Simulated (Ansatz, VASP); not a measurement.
# Si in VASP and in Ansatz

INCAR

```
ALGO = Normal
EDIFF = 1E-7
ENCUT = 520
GGA = PE
ISIF = 2
ISMEAR = -1
LASPH = True
LCHARG = True
LELF = True
LREAL = False
LVHAR = True
LWAVE = False
NBANDS = 11
NELM = 60
PREC = Accurate
SIGMA = 0.04
```

File KPOINTS:

```
k-points
0
Gamma
  6 6 6
```

The input POSCAR:

```
Si
1.0
    0.0000000000      2.7218511865      2.7218511865
    2.7218511865      0.0000000000      2.7218511865
    2.7218511865      2.7218511865      0.0000000000
Si
2
Direct
    0.5000000000      0.5000000000      0.5000000000
    0.7500000000      0.7500000000      0.7500000000
```

File input.yaml:

```yaml
crystal:
  lattice:
    - [0.0, 2.7218511865, 2.7218511865]
    - [2.7218511865, 0.0, 2.7218511865]
    - [2.7218511865, 2.7218511865, 0.0]
  atoms:
    - { symbol: Si, position: [0.5, 0.5, 0.5] }
    - { symbol: Si, position: [0.75, 0.75, 0.75] }
kpoints:
  mp_grid: { grid: [6, 6, 6] }
scf:
  occupations: { method: fermi_dirac, width: 0.04 }
hamiltonian:
  xc: pbe
  pseudopotentials: { kind: all_electron, lapw: { basis_error: 0.002 } }
output:
  forces: true
  stress: true
  eigenvalues: true
```

Alike in both runs: task single point; functional PBE; k mesh 6 × 6 × 6; occupations fermi-dirac, width 0.04 eV; no spin polarisation.

```csv
,VASP,Ansatz
version,VASP 6.6.1,Ansatz 0.2.0
potentials or method,"VASP PAW PBE potentials, release 64 (Si)","all-electron LAPW, scalar-relativistic"
plane-wave cutoff (eV),520,see its input
```

|  | VASP | Ansatz | Ansatz less VASP |
| --- | --- | --- | --- |
| gap on the k mesh at the Fermi level (eV) | 0.72 | 0.72 | 0.000 |
| least direct gap on the mesh (eV) | 2.56 | 2.56 | -0.004 |
| pressure (GPa) | 1.3 | 1.4 | +0.06 |

Ansatz ran all-electron here, so the differences hold the error of VASP's frozen core and of both bases.

A k mesh can miss the band edges. PBE gaps usually lie below the measured ones, often by a third to a half.
